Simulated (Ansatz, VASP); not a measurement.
# Li5Cl3 in VASP and in Ansatz

```
Li Cl
1.0
     3.22830    0.00000    0.00000
     0.00000    3.22830    0.00000
     0.00000    0.00000   14.79330
Li Cl
5 3
Direct
  0.00000 0.00000 0.21288
  0.00000 0.00000 0.78712
  0.00000 0.00000 0.00000
  0.50000 0.50000 0.39757
  0.50000 0.50000 0.60243
  0.50000 0.50000 0.11183
  0.50000 0.50000 0.88817
  0.00000 0.00000 0.50000
```

Change from the starting cell: species swapped into the Ti3Pd5 type (P4/mmm, No. 123).

Alike in both runs: functional PBE; k mesh 6 × 6 × 2; occupations gaussian, width 0.1 eV; no spin polarisation.

Ansatz relaxed the structure, and its values are those at the end. VASP's run is a single point on that final structure, the one shown.

|  | VASP | Ansatz |
| --- | --- | --- |
| version | VASP 6.6.1 | Ansatz 0.2.0 |
| potentials or method | VASP PAW PBE potentials, release 64 (Li_sv, Cl) | scalar-relativistic, plane waves, PAW |
| plane-wave cutoff (eV) | 520 | 420 |
| valence electrons in the cell | 36 | 36 |

```csv
,VASP,Ansatz,Ansatz less VASP
gap on the k mesh at the Fermi level (eV),none,none,-
rms of the force components (eV/Å),0.010,0.009,-0.0010
```

A gap of «none» marks a metal or a gap that the smearing closes. The functional is the same, so the differences come from potentials, cutoffs and numerics.
